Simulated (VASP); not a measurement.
# Cu (Fm-3m) in VASP: a series of runs

One crystal, Cu, is run at these levels: TPSS, LDA; tasks: band structure, equation of state.

Everything below comes from runs of VASP 6.6.1. Logs are shortened: lines on timing, memory, paths and dates and some standing lists are left out, and cuts for length are marked.

## 1. Starting point

Symmetry: Fm-3m, No. 225, cubic system. Conventional cell: a = 3.615 Å, b = 3.615 Å, c = 3.615 Å, α = 90.00°, β = 90.00°, γ = 90.00°. Around Cu (site symmetry m-3m) lie 12 Cu at 2.56 Å.

## 2. Band structure, TPSS

Contents of INCAR:

```
ALGO = Normal
EDIFF = 1E-7
ENCUT = 520
ISIF = 2
ISMEAR = -1
LASPH = True
LCHARG = False
LMAXMIX = 4
LMIXTAU = True
LREAL = False
LWAVE = False
METAGGA = TPSS
NBANDS = 12
NELM = 60
PREC = Accurate
SIGMA = 0.05
```

Contents of KPOINTS:

```
k-points
0
Gamma
  13 13 13
```

Contents of POSCAR:

```
Cu
1.0
    0.0000000000      1.8075000000      1.8075000000
    1.8075000000      0.0000000000      1.8075000000
    1.8075000000      1.8075000000      0.0000000000
Cu
1
Direct
    0.0000000000      0.0000000000      0.0000000000
```

Contents of KPOINTS_OPT:

```
path GXWKGLUWLK,UX
20
line-mode
reciprocal
 0.0000000000  0.0000000000  0.0000000000  G
 0.5000000000  0.0000000000  0.5000000000  X

 0.5000000000  0.0000000000  0.5000000000  X
 0.5000000000  0.2500000000  0.7500000000  W

 0.5000000000  0.2500000000  0.7500000000  W
 0.3750000000  0.3750000000  0.7500000000  K

 0.3750000000  0.3750000000  0.7500000000  K
 0.0000000000  0.0000000000  0.0000000000  G

 0.0000000000  0.0000000000  0.0000000000  G
 0.5000000000  0.5000000000  0.5000000000  L

 0.5000000000  0.5000000000  0.5000000000  L
 0.6250000000  0.2500000000  0.6250000000  U

 0.6250000000  0.2500000000  0.6250000000  U
 0.5000000000  0.2500000000  0.7500000000  W

 0.5000000000  0.2500000000  0.7500000000  W
 0.5000000000  0.5000000000  0.5000000000  L

 0.5000000000  0.5000000000  0.5000000000  L
 0.3750000000  0.3750000000  0.7500000000  K

 0.6250000000  0.2500000000  0.6250000000  U
 0.5000000000  0.0000000000  0.5000000000  X
```

Potentials or basis: VASP PAW PBE potentials, release 64 (Cu).

Started as:

```sh
cat potpaw_PBE.64/Cu/POTCAR > POTCAR
mpirun -np 1 vasp_std > vasp.out
```

OUTCAR:

```text
EDIFF = 1E-7
   ENCUT = 520
   ISIF = 2
   ISMEAR = -1
   LASPH = True
   LREAL = False
   METAGGA = TPSS
   NELM = 60
   PREC = Accurate

 ion  position               nearest neighbor table
   1  0.000  0.000  0.000-

  LATTYP: Found a face centered cubic cell.
 ALAT       =     3.6150000000

  Lattice vectors:

 A1 = (   0.0000000000,   1.8075000000,   1.8075000000)
 A2 = (   1.8075000000,   0.0000000000,   1.8075000000)
 A3 = (   1.8075000000,   1.8075000000,   0.0000000000)

Analysis of symmetry for initial positions (statically):
=====================================================================
 Subroutine PRICEL returns:
 Original cell was already a primitive cell.

 Routine SETGRP: Setting up the symmetry group for a
 face centered cubic supercell.

 Subroutine GETGRP returns: Found 48 space group operations
 (whereof 48 operations were pure point group operations)
 out of a pool of 48 trial point group operations.

The static configuration has the point symmetry O_h .

Analysis of symmetry for dynamics (positions and initial velocities):
=====================================================================
 Subroutine PRICEL returns:
 Original cell was already a primitive cell.

 Routine SETGRP: Setting up the symmetry group for a
 face centered cubic supercell.

 Subroutine GETGRP returns: Found 48 space group operations
 (whereof 48 operations were pure point group operations)
 out of a pool of 48 trial point group operations.

The dynamic configuration has the point symmetry O_h .

 Subroutine INISYM returns: Found 48 space group operations
 (whereof 48 operations are pure point group operations),
 and found     1 'primitive' translations

----------------------------------------------------------------------------------------

                                     Primitive cell

  volume of cell :      11.8104

  direct lattice vectors                    reciprocal lattice vectors
     0.000000000  1.807500000  1.807500000    -0.276625173  0.276625173  0.276625173
     1.807500000  0.000000000  1.807500000     0.276625173 -0.276625173  0.276625173
     1.807500000  1.807500000  0.000000000     0.276625173  0.276625173 -0.276625173

  length of vectors
     2.556191014  2.556191014  2.556191014     0.479128854  0.479128854  0.479128854

  position of ions in fractional coordinates (direct lattice)
     0.000000000  0.000000000  0.000000000

  ion indices of the primitive-cell ions
   primitive index   ion index
                 1           1

----------------------------------------------------------------------------------------

 KPOINTS: k-points

Automatic generation of k-mesh.
 Grid dimensions read from file:
 generate k-points for:   13   13   13

 Generating k-lattice:

  Cartesian coordinates                     Fractional coordinates (reciprocal lattice)
    -0.021278859  0.021278859  0.021278859     0.076923077  0.000000000  0.000000000
     0.021278859 -0.021278859  0.021278859     0.000000000  0.076923077  0.000000000
     0.021278859  0.021278859 -0.021278859     0.000000000  0.000000000  0.076923077

  Length of vectors
     0.036856066  0.036856066  0.036856066

  Shift w.r.t. Gamma in fractional coordinates (k-lattice)
     0.000000000  0.000000000  0.000000000

 Subroutine IBZKPT returns following result:
 ===========================================

 Found     84 irreducible k-points:

 Following reciprocal coordinates:
            Coordinates               Weight
  0.000000  0.000000  0.000000      1.000000
  0.076923  0.000000  0.000000      8.000000
  0.153846  0.000000  0.000000      8.000000
  0.230769  0.000000  0.000000      8.000000
  0.307692  0.000000  0.000000      8.000000
  0.384615  0.000000  0.000000      8.000000
[... 16 lines left out ...]
  0.384615  0.153846  0.000000     24.000000
  0.461538  0.153846  0.000000     24.000000
 [... further k-points ...]
   k-points           NKPTS =     84   k-points in BZ     NKDIM =     84   number of bands    NBANDS=     12
   number of dos      NEDOS =    301   number of ions     NIONS =      1
   total plane-waves  NPLWV =   8000
   dimension x,y,z NGX =    20 NGY =   20 NGZ =   20
   dimension x,y,z NGXF=    40 NGYF=   40 NGZF=   40
   ions per type =               1
   NGX,Y,Z   is equivalent  to a cutoff of  13.01, 13.01, 13.01 a.u.
   NGXF,Y,Z  is equivalent  to a cutoff of  26.01, 26.01, 26.01 a.u.
 SYSTEM =  unknown system
   PREC   = accura    normal or accurate (medium, high low for compatibility)
   ISTART =      0    job   : 0-new  1-cont  2-samecut
   ICHARG =      2    charge: 1-file 2-atom 10-const
   ISPIN  =      1    spin polarized calculation?
   LNONCOLLINEAR =      F non collinear calculations
   LSORBIT =      F    spin-orbit coupling
   LASPH  =      T    aspherical Exc in radial PAW
   ENCUT  =  520.0 eV  38.22 Ry    6.18 a.u.   4.75  4.75  4.75*2*pi/ulx,y,z
   NELM   =     60;   NELMIN=  2; NELMDL= -5     # of ELM steps
   EDIFF  = 0.1E-06   stopping-criterion for ELM
   LREAL  =      F    real-space projection
   EDIFFG = 0.1E-05   stopping-criterion for IOM
   NSW    =      0    number of steps for IOM
   IBRION =     -1    ionic relax: 0-MD 1-quasi-New 2-CG
   NFREE  =      0    steps in history (QN), initial steepest desc. (CG)
   ISIF   =      2    stress and relaxation
   ISYM   =      2    0-nonsym 1-usesym 2-fastsym
   POTIM  = 0.5000    time-step for ionic-motion
   TEBEG  =    0.0;   TEEND  =   0.0 temperature during run
   PSTRESS=    0.0 pullay stress
   NELECT =      11.0000    total number of electrons
   NUPDOWN=      -1.0000    fix difference up-down
   EMIN   =  10.00;   EMAX   =-10.00  energy-range for DOS
   EFERMI =   0.00;   METHOD = LEGACY
   ISMEAR =    -1;   SIGMA  =   0.05  broadening in eV -4-tet -1-fermi 0-gaus
   EFERMI_NEDOS =   21; number of points for ismear=-14 and -15
   IALGO  =     38    algorithm
   IMIX   =      4    mixing-type and parameters
     AMIX     =   0.40;   BMIX     =  1.00
     AMIX_MAG =   1.60;   BMIX_MAG =  1.00
  volume/ion in A,a.u.               =      11.81        79.70
  Fermi-wavevector in a.u.,A,eV,Ry     =   1.598763  3.021224 34.777078  2.556043
  Thomas-Fermi vector in A             =   2.696162
   LORBIT       =      0    0 simple, 1 ext, 2 COOP (PROOUT), +10 PAW based schemes
   METAGGA = TPSS    functional components
   LHFCALC =     F    Hartree Fock is set to
   AEXX    =    0.0000 exact exchange contribution
   IVDW    =     0    specifies the selected vdW correction
   LEPSILON=     F    determine dielectric tensor
   LRPA    =     F    only Hartree local field effects (RPA)
 non-spin polarized calculation
  energy-cutoff  :      520.00
  volume of cell :       11.81
 maximum number of plane-waves:       331
   NGX =  9   NGY =  9   NGZ =  9

 number of electron      11.0000001 magnetization

 Free energy of the ion-electron system (eV)
  ---------------------------------------------------
  ext. energy  EPLUGINS =         0.00000000
  ---------------------------------------------------
  free energy    TOTEN  =       -11.63638221 eV

  energy without entropy =      -11.63360179  energy(sigma->0) =      -11.63499200

 E-fermi :   7.6774     XC(G=0): -13.3111

 val. band max:        7.4875053766   @ k =   0.4615   0.2308   0.0000
 cond. band min:       7.7010508638   @ k =   0.4615   0.3077   0.0000
 fundamental gap:      0.2135454872
 Fermi energy:         7.6774307035

 k-point     1 :       0.0000    0.0000    0.0000
  band No.  band energies     occupation
      1      -1.8413      2.00000
      2       4.4530      2.00000
      3       4.4531      2.00000
      4       4.4531      2.00000
      5       5.2626      2.00000
      6       5.2626      2.00000
      7      29.9156      0.00000
      8      32.7298      0.00000
      9      32.7299      0.00000
     10      32.7299      0.00000
     11      35.2580      0.00000
     12      35.2580      0.00000

 k-point     2 :       0.0769    0.0000    0.0000
  band No.  band energies     occupation
      1      -1.6261      2.00000
      2       4.4082      2.00000
      3       4.4928      2.00000
      4       4.4928      2.00000
      5       5.2474      2.00000
      6       5.2474      2.00000
      7      28.5855      0.00000
      8      30.9263      0.00000
      9      32.1349      0.00000
     10      32.1349      0.00000
     11      36.1439      0.00000
     12      36.1439      0.00000

 k-point     3 :       0.1538    0.0000    0.0000
  band No.  band energies     occupation
      1      -0.9951      2.00000
      2       4.2984      2.00000
      3       4.5782      2.00000
      4       4.5782      2.00000
      5       5.2336      2.00000
      6       5.2336      2.00000
      7      24.7980      0.00000
      8      30.4170      0.00000
      9      31.2392      0.00000
     10      31.2392      0.00000
     11      36.9109      0.00000
     12      37.4932      0.00000
[... 286 lines left out ...]
 k-point    23 :       0.3846    0.1538    0.0000
  band No.  band energies     occupation
      1       2.0620      2.00000
      2       3.9305      2.00000
      3       4.3954      2.00000
      4       4.7970      2.00000
      5       5.7611      2.00000
      6       6.0628      2.00000
      7      16.6911      0.00000
      8      25.5662      0.00000
      9      25.6786      0.00000
     10      28.0717      0.00000
     11      36.9569      0.00000
     12      38.2815      0.00000

 k-point    24 :       0.4615    0.1538    0.0000
  band No.  band energies     occupation
      1       2.6695      2.00000
      2       4.0828      2.00000
      3       4.4676      2.00000
      4       4.7201      2.00000
      5       5.8546      2.00000
      6       7.1603      1.99994
      7      13.5982      0.00000
      8      24.3281      0.00000
      9      25.7540      0.00000
     10      27.8649      0.00000
     11      37.6363      0.00000
     12      37.6411      0.00000

 [... further k-points ...]

------------------------ aborting loop because EDIFF is reached ----------------------------------------

  FORCE on cell =-STRESS in cart. coord.  units (eV):
  Direction    XX          YY          ZZ          XY          YZ          ZX
  --------------------------------------------------------------------------------------
  -------------------------------------------------------------------------------------
  Total       -0.3257086     -0.3257086     -0.3257086     -0.0000000     -0.0000000      0.0000000
  in kB      -44.1850077    -44.1850077    -44.1850077     -0.0000000     -0.0000000      0.0000000
  external PRESSURE =     -44.1850077 kB  Pullay stress =       0.0000000 kB

 VOLUME and BASIS-vectors are now :
 -----------------------------------------------------------------------------
  energy-cutoff  :      520.00
  volume of cell :       11.81
      direct lattice vectors                 reciprocal lattice vectors
     0.000000000  1.807500000  1.807500000    -0.276625173  0.276625173  0.276625173
     1.807500000  0.000000000  1.807500000     0.276625173 -0.276625173  0.276625173
     1.807500000  1.807500000  0.000000000     0.276625173  0.276625173 -0.276625173

 POSITION                                       TOTAL-FORCE (eV/Angst)
 -----------------------------------------------------------------------------------
      0.00000      0.00000      0.00000        -0.000000     -0.000000     -0.000000
 -----------------------------------------------------------------------------------
    total drift:                                0.000000      0.000000      0.000000

  FREE ENERGIE OF THE ION-ELECTRON SYSTEM (eV)
  ---------------------------------------------------
  free  energy   TOTEN  =       -11.6363822094 eV

  energy  without entropy=      -11.6336017874  energy(sigma->0) =      -11.63499200
```

It took 53 s on 1 thread of Intel Xeon 6975P-C (Granite Rapids), shared host; peak memory 0.14 GiB.

What came out:

```
Free energy             : -11.6364 eV
Pressure                : -4.4 GPa
Band gap along the path : none (metal or under the smearing width)
```

Levels at the corners of the path, in eV from the Fermi level:
| point | band 3 | band 4 | band 5 | band 6 | band 7 | band 8 |
| --- | --- | --- | --- | --- | --- | --- |
| Γ | -3.22 | -3.22 | -2.41 | -2.41 | 22.24 | 25.05 |
| X | -1.87 | -1.69 | -1.69 | 1.35 | 6.93 | 12.94 |
| X | -1.87 | -1.69 | -1.69 | 1.35 | 6.93 | 12.94 |
| W | -3.73 | -2.46 | -1.69 | 6.06 | 6.06 | 8.06 |
| W | -3.73 | -2.46 | -1.69 | 6.06 | 6.06 | 8.06 |
| K | -2.96 | -2.28 | -1.89 | 4.18 | 5.56 | 7.67 |
| K | -2.96 | -2.28 | -1.89 | 4.18 | 5.56 | 7.67 |
| Γ | -3.22 | -3.22 | -2.41 | -2.41 | 22.24 | 25.05 |
| Γ | -3.22 | -3.22 | -2.41 | -2.41 | 22.24 | 25.05 |
| L | -3.27 | -1.84 | -1.84 | -1.19 | 3.61 | 20.67 |
| L | -3.27 | -1.84 | -1.84 | -1.19 | 3.61 | 20.67 |
| U | -2.96 | -2.28 | -1.89 | 4.18 | 5.56 | 7.67 |
| U | -2.96 | -2.28 | -1.89 | 4.18 | 5.56 | 7.67 |
| W | -3.73 | -2.46 | -1.69 | 6.06 | 6.06 | 8.06 |
| W | -3.73 | -2.46 | -1.69 | 6.06 | 6.06 | 8.06 |
| L | -3.27 | -1.84 | -1.84 | -1.19 | 3.61 | 20.67 |
| L | -3.27 | -1.84 | -1.84 | -1.19 | 3.61 | 20.67 |
| K | -2.96 | -2.28 | -1.89 | 4.18 | 5.56 | 7.67 |
| U | -2.96 | -2.28 | -1.89 | 4.18 | 5.56 | 7.67 |
| X | -1.87 | -1.69 | -1.69 | 1.35 | 6.93 | 12.94 |

Caveat: the PAW data sets were made with another functional, which shifts forces and pressure a little.

(Continued in part 2 of 2.)
